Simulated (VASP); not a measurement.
# BN (P6_3/mmc) in VASP: band structure with HSE06

Aim: the band structure of BN with HSE06.

All numbers are computed with VASP 6.6.1; they aren't measurements. Logs are shortened: lines on timing, memory, paths and dates and some standing lists are left out, and cuts for length are marked.

## Step 1: Starting point

Symmetry: P6_3/mmc, No. 194, hexagonal system. Conventional cell: a = 2.506 Å, b = 2.506 Å, c = 6.616 Å, α = 90.00°, β = 90.00°, γ = 120.00°. B (site symmetry -6m2) has 3 N at 1.45 Å as nearest neighbours. N (site symmetry -6m2) is surrounded by 3 B at 1.45 Å.

## Step 2: Band structure, HSE06

POSCAR reads:

```
BN
1.0
    2.5064230000      0.0000000000      0.0000000000
   -1.2532120000      2.1706260000      0.0000000000
    0.0000000000      0.0000000000      6.6156260000
B N
2 2
Direct
    0.3333333000      0.6666667000      0.2500000000
    0.6666667000      0.3333333000      0.7500000000
    0.3333333000      0.6666667000      0.7500000000
    0.6666667000      0.3333333000      0.2500000000
```

INCAR.step1 reads:

```
SYSTEM = BN
  PREC = Accurate
  ENCUT = 520
  EDIFF = 1E-5
  ISMEAR = 0
  SIGMA = 0.02
  LREAL = .False.
  LASPH = .True.
  NELM = 100
  ALGO = Normal
  ISIF = 2
  LWAVE = .True.
  LCHARG = .False.
  NBANDS = 16
  GGA = PE
```

INCAR.step2 reads:

```
SYSTEM = BN
  PREC = Accurate
  ENCUT = 520
  EDIFF = 1E-7
  ISMEAR = 0
  SIGMA = 0.02
  LREAL = .False.
  LASPH = .True.
  NELM = 100
  ALGO = Normal
  ISIF = 2
  LWAVE = .False.
  LCHARG = .False.
  GGA = PE
  LHFCALC = .True.
  HFSCREEN = 0.2
  PRECFOCK = Fast
  NBANDS = 16
  ISTART = 1
```

KPOINTS reads:

```
Automatic mesh
0
Gamma
  9 9 4
  0 0 0
```

KPOINTS_OPT reads:

```
path GMKGALHA,LM,KH
10
line-mode
reciprocal
 0.0000000000  0.0000000000  0.0000000000  G
 0.5000000000  0.0000000000  0.0000000000  M

 0.5000000000  0.0000000000  0.0000000000  M
 0.3333333333  0.3333333333  0.0000000000  K

 0.3333333333  0.3333333333  0.0000000000  K
 0.0000000000  0.0000000000  0.0000000000  G

 0.0000000000  0.0000000000  0.0000000000  G
 0.0000000000  0.0000000000  0.5000000000  A

 0.0000000000  0.0000000000  0.5000000000  A
 0.5000000000  0.0000000000  0.5000000000  L

 0.5000000000  0.0000000000  0.5000000000  L
 0.3333333333  0.3333333333  0.5000000000  H

 0.3333333333  0.3333333333  0.5000000000  H
 0.0000000000  0.0000000000  0.5000000000  A

 0.5000000000  0.0000000000  0.5000000000  L
 0.5000000000  0.0000000000  0.0000000000  M

 0.3333333333  0.3333333333  0.0000000000  K
 0.3333333333  0.3333333333  0.5000000000  H
```

Potentials or basis: VASP PAW PBE potentials, release 64 (B, N).

Command:

```console
$ cat potpaw_PBE.64/B/POTCAR potpaw_PBE.64/N/POTCAR > POTCAR
$ cp INCAR.step1 INCAR
$ mpirun -np 1 vasp_std > vasp.out
$ cp INCAR.step2 INCAR
$ mpirun -np 1 vasp_std > vasp.out
```

OUTCAR:

```text
SYSTEM = BN
   PREC = Accurate
   ENCUT = 520
   EDIFF = 1E-7
   ISMEAR = 0
   LREAL = .False.
   LASPH = .True.
   NELM = 100
   ISIF = 2
   GGA = PE
   LHFCALC = .True.
   HFSCREEN = 0.2
   PRECFOCK = Fast
   ISTART = 1

 ion  position               nearest neighbor table
   1  0.333  0.667  0.250-   4 1.45   4 1.45   4 1.45
   2  0.667  0.333  0.750-   3 1.45   3 1.45   3 1.45
   3  0.333  0.667  0.750-   2 1.45   2 1.45   2 1.45
   4  0.667  0.333  0.250-   1 1.45   1 1.45   1 1.45

  LATTYP: Found a hexagonal cell.
 ALAT       =     2.5064230000
 C/A-ratio  =     2.6394690760

  Lattice vectors:

 A1 = (   2.5064230000,   0.0000000000,   0.0000000000)
 A2 = (  -1.2532120000,   2.1706260000,   0.0000000000)
 A3 = (   0.0000000000,   0.0000000000,   6.6156260000)

Analysis of symmetry for initial positions (statically):
=====================================================================
 Subroutine PRICEL returns:
 Original cell was already a primitive cell.

 Routine SETGRP: Setting up the symmetry group for a
 hexagonal supercell.

 Subroutine GETGRP returns: Found 24 space group operations
 (whereof 12 operations were pure point group operations)
 out of a pool of 24 trial point group operations.

The static configuration has the point symmetry D_3d.
 The point group associated with its full space group is D_6h.

Analysis of symmetry for dynamics (positions and initial velocities):
=====================================================================
 Subroutine PRICEL returns:
 Original cell was already a primitive cell.

 Routine SETGRP: Setting up the symmetry group for a
 hexagonal supercell.

 Subroutine GETGRP returns: Found 24 space group operations
 (whereof 12 operations were pure point group operations)
 out of a pool of 24 trial point group operations.

The dynamic configuration has the point symmetry D_3d.
 The point group associated with its full space group is D_6h.

 Subroutine INISYM returns: Found 24 space group operations
 (whereof 12 operations are pure point group operations),
 and found     1 'primitive' translations

----------------------------------------------------------------------------------------

                                     Primitive cell

  volume of cell :      35.9924

[... 97 lines left out ...]
   NFREE  =      0    steps in history (QN), initial steepest desc. (CG)
   ISIF   =      2    stress and relaxation
   ISYM   =      3    0-nonsym 1-usesym 2-fastsym
   POTIM  = 0.5000    time-step for ionic-motion
   TEBEG  =    0.0;   TEEND  =   0.0 temperature during run
   PSTRESS=    0.0 pullay stress
   NELECT =      16.0000    total number of electrons
   NUPDOWN=      -1.0000    fix difference up-down
   EMIN   =  10.00;   EMAX   =-10.00  energy-range for DOS
   EFERMI =   0.00;   METHOD = LEGACY
   ISMEAR =     0;   SIGMA  =   0.02  broadening in eV -4-tet -1-fermi 0-gaus
   EFERMI_NEDOS =   21; number of points for ismear=-14 and -15
   IALGO  =     38    algorithm
   IMIX   =      1    mixing-type and parameters
     AMIX     =   0.40;   BMIX     =  1.00
     AMIX_MAG =   1.60;   BMIX_MAG =  1.00
  volume/ion in A,a.u.               =       9.00        60.72
  Fermi-wavevector in a.u.,A,eV,Ry     =   1.249428  2.361077 21.239666  1.561071
  Thomas-Fermi vector in A             =   2.383469
   LORBIT       =      0    0 simple, 1 ext, 2 COOP (PROOUT), +10 PAW based schemes
   GGA     = PE    functional components
   LHFCALC =     T    Hartree Fock is set to
   PRECFOCK=fast      Normal, Fast or Accurate (Low or Medium for compatibility)
   ENCUT4O =  -1.0   cutoff for four orbital integrals eV
   NKREDX  =     1    reduce k-point grid by
   NKREDY  =     1    reduce k-point grid by
   NKREDZ  =     1    reduce k-point grid by
   AEXX    =    0.2500 exact exchange contribution
   HFSCREEN=    0.2000 screening length (either q_TF or 0.3 A-1)
   HFSCREENC=   0.2000 screening length for correlation (either q_TF or 0.3 A-1)
   ENCUTFOCK=  -1.0 apply spherical cutoff to Coloumb kernel
   IVDW    =     0    specifies the selected vdW correction
   LEPSILON=     F    determine dielectric tensor
   LRPA    =     F    only Hartree local field effects (RPA)
 non-spin polarized calculation
 Gauss-broadening in eV      SIGMA  =   0.02
  energy-cutoff  :      520.00
  volume of cell :       35.99
 maximum number of plane-waves:       985
 NGX is ok and might be reduce to    20
  NGX = 12; NGY = 12; NGZ = 32

 number of electron      15.9999997 magnetization

 Free energy of the ion-electron system (eV)
  ---------------------------------------------------
  ext. energy  EPLUGINS =         0.00000000
  ---------------------------------------------------
  free energy    TOTEN  =       -40.84531371 eV

  energy without entropy =      -40.84531371  energy(sigma->0) =      -40.84531371

 E-fermi :   1.6453     XC(G=0):  -8.3226

 val. band max:        1.4621520605   @ k =   0.3333   0.3333   0.5000
 cond. band min:       7.2014168728   @ k =   0.4444   0.1111   0.0000
 fundamental gap:      5.7392648123
 Fermi energy:         1.6453424394

 k-point     1 :       0.0000    0.0000    0.0000
  band No.  band energies     occupation
      1     -18.1239      2.00000
      2     -17.8042      2.00000
      3      -5.3257      2.00000
      4      -2.9857      2.00000
      5      -0.1102      2.00000
      6      -0.1102      2.00000
[... 433 lines left out ...]
      3      -7.2178      2.00000
      4      -7.0939      2.00000
      5      -6.4856      2.00000
      6      -6.4856      2.00000
[... 8 lines left out ...]
     15      20.2906      0.00000
     16      21.1614      0.00000

 [... further k-points ...]
[... 5 lines left out ...]
  --------------------------------------------------------------------------------------
  -------------------------------------------------------------------------------------
  Total       -0.9847696     -0.9847696      0.5248791      0.0000002     -0.0000000     -0.0000000
  in kB      -43.8364018    -43.8364022     23.3646653      0.0000101     -0.0000000     -0.0000000
  external PRESSURE =     -21.4360463 kB  Pullay stress =       0.0000000 kB

 VOLUME and BASIS-vectors are now :
 -----------------------------------------------------------------------------
  energy-cutoff  :      520.00
  volume of cell :       35.99
      direct lattice vectors                 reciprocal lattice vectors
     2.506423000  0.000000000  0.000000000     0.398974954  0.230348388  0.000000000
    -1.253212000  2.170626000  0.000000000     0.000000000  0.460696592  0.000000000
     0.000000000  0.000000000  6.615626000     0.000000000  0.000000000  0.151157275

 POSITION                                       TOTAL-FORCE (eV/Angst)
 -----------------------------------------------------------------------------------
     -0.00000      1.44708      1.65391         0.000000     -0.000000      0.000000
      1.25321      0.72354      4.96172        -0.000000      0.000000     -0.000000
     -0.00000      1.44708      4.96172         0.000000      0.000000     -0.000000
      1.25321      0.72354      1.65391        -0.000000     -0.000000      0.000000
 -----------------------------------------------------------------------------------
    total drift:                                0.000004      0.000008     -0.000000

  FREE ENERGIE OF THE ION-ELECTRON SYSTEM (eV)
  ---------------------------------------------------
  free  energy   TOTEN  =       -40.8453137061 eV

  energy  without entropy=      -40.8453137061  energy(sigma->0) =      -40.84531371
```

OUTCAR.step1:

```text
SYSTEM = BN
   PREC = Accurate
   ENCUT = 520
   EDIFF = 1E-5
   ISMEAR = 0
   LREAL = .False.
   LASPH = .True.
   NELM = 100
[... 688 lines left out ...]
      1.25321      0.72354      4.96172         0.000000     -0.000000      0.000000
     -0.00000      1.44708      4.96172        -0.000000     -0.000000      0.000000
      1.25321      0.72354      1.65391         0.000000      0.000000      0.000000
 -----------------------------------------------------------------------------------
    total drift:                               -0.000059      0.000034     -0.000015

  FREE ENERGIE OF THE ION-ELECTRON SYSTEM (eV)
  ---------------------------------------------------
  free  energy   TOTEN  =       -35.1516493737 eV

  energy  without entropy=      -35.1516493737  energy(sigma->0) =      -35.15164937
```

OSZICAR.step1:

```text
N       E                     dE             d eps       ncg     rms          rms(c)
DAV:   1     0.490480688272E+02    0.49048E+02   -0.79899E+03  1152   0.925E+02
DAV:   2    -0.354402555509E+02   -0.84488E+02   -0.77077E+02  1600   0.221E+02
DAV:   3    -0.386662576490E+02   -0.32260E+01   -0.32146E+01  1552   0.423E+01
DAV:   4    -0.386859333063E+02   -0.19676E-01   -0.19674E-01  1360   0.374E+00
DAV:   5    -0.386861126147E+02   -0.17931E-03   -0.17931E-03  1544   0.334E-01    0.112E+01
DAV:   6    -0.355022784885E+02    0.31838E+01   -0.51596E+00  1464   0.175E+01    0.504E+00
DAV:   7    -0.352285274785E+02    0.27375E+00   -0.55173E-01  1576   0.547E+00    0.316E+00
DAV:   8    -0.351552320688E+02    0.73295E-01   -0.23043E-01  1432   0.321E+00    0.464E-01
DAV:   9    -0.351506276912E+02    0.46044E-02   -0.14547E-02  1344   0.988E-01    0.195E-01
DAV:  10    -0.351515399606E+02   -0.91227E-03   -0.12918E-03  1352   0.275E-01    0.346E-02
DAV:  11    -0.351516381291E+02   -0.98168E-04   -0.97775E-05  1408   0.795E-02    0.253E-02
DAV:  12    -0.351516492244E+02   -0.11095E-04   -0.28365E-05  1320   0.375E-02    0.271E-03
DAV:  13    -0.351516493737E+02   -0.14937E-06   -0.68791E-07   808   0.654E-03
   1 F= -.35151649E+02 E0= -.35151649E+02  d E =-.273824E-45
```

Run time: 47 min. Hardware: 1 thread of Intel Xeon 6975P-C (Granite Rapids), shared host; peak memory 0.36 GiB.

Results:

```yaml
Free_energy: -40.8453 eV
Pressure: -2.1 GPa
Band_gap_on_the_k_mesh: 5.74 eV, indirect (least direct gap 6.06 eV)
Band_gap_along_the_path: 5.56 eV, indirect (least direct gap 6.06 eV)
```

Levels at the corners of the path, in eV from the valence-band top:
| point | band 5 | band 6 | band 7 | band 8 | band 9 | band 10 | band 11 | band 12 |
| --- | --- | --- | --- | --- | --- | --- | --- | --- |
| Γ | -1.61 | -1.61 | -1.57 | -1.57 | 6.44 | 12.07 | 13.26 | 13.26 |
| M | -4.65 | -4.58 | -1.59 | -0.51 | 5.56 | 7.09 | 11.02 | 11.46 |
| M | -4.65 | -4.58 | -1.59 | -0.51 | 5.56 | 7.09 | 11.02 | 11.46 |
| K | -7.99 | -7.99 | -0.12 | -0.12 | 6.27 | 6.27 | 11.98 | 14.86 |
| K | -7.99 | -7.99 | -0.12 | -0.12 | 6.27 | 6.27 | 11.98 | 14.86 |
| Γ | -1.61 | -1.61 | -1.57 | -1.57 | 6.44 | 12.07 | 13.26 | 13.26 |
| Γ | -1.61 | -1.61 | -1.57 | -1.57 | 6.44 | 12.07 | 13.26 | 13.26 |
| A | -1.59 | -1.59 | -1.59 | -1.59 | 9.02 | 9.02 | 13.33 | 13.33 |
| A | -1.59 | -1.59 | -1.59 | -1.59 | 9.02 | 9.02 | 13.33 | 13.33 |
| L | -4.62 | -4.62 | -1.03 | -1.03 | 6.05 | 6.05 | 11.45 | 11.45 |
| L | -4.62 | -4.62 | -1.03 | -1.03 | 6.05 | 6.05 | 11.45 | 11.45 |
| H | -7.99 | -7.99 | -0.04 | -0.04 | 6.02 | 6.02 | 13.28 | 13.28 |
| H | -7.99 | -7.99 | -0.04 | -0.04 | 6.02 | 6.02 | 13.28 | 13.28 |
| A | -1.59 | -1.59 | -1.59 | -1.59 | 9.02 | 9.02 | 13.33 | 13.33 |
| L | -4.62 | -4.62 | -1.03 | -1.03 | 6.05 | 6.05 | 11.45 | 11.45 |
| M | -4.65 | -4.58 | -1.59 | -0.51 | 5.56 | 7.09 | 11.02 | 11.46 |
| K | -7.99 | -7.99 | -0.12 | -0.12 | 6.27 | 6.27 | 11.98 | 14.86 |
| H | -7.99 | -7.99 | -0.04 | -0.04 | 6.02 | 6.02 | 13.28 | 13.28 |

Caveat: the PAW data sets were made with another functional, which shifts forces and pressure a little; the mesh misses the band edges, which the band path finds closer together; this functional lacks dispersion, which binds the layers, so the pressure and a relaxed spacing across them are unreliable.
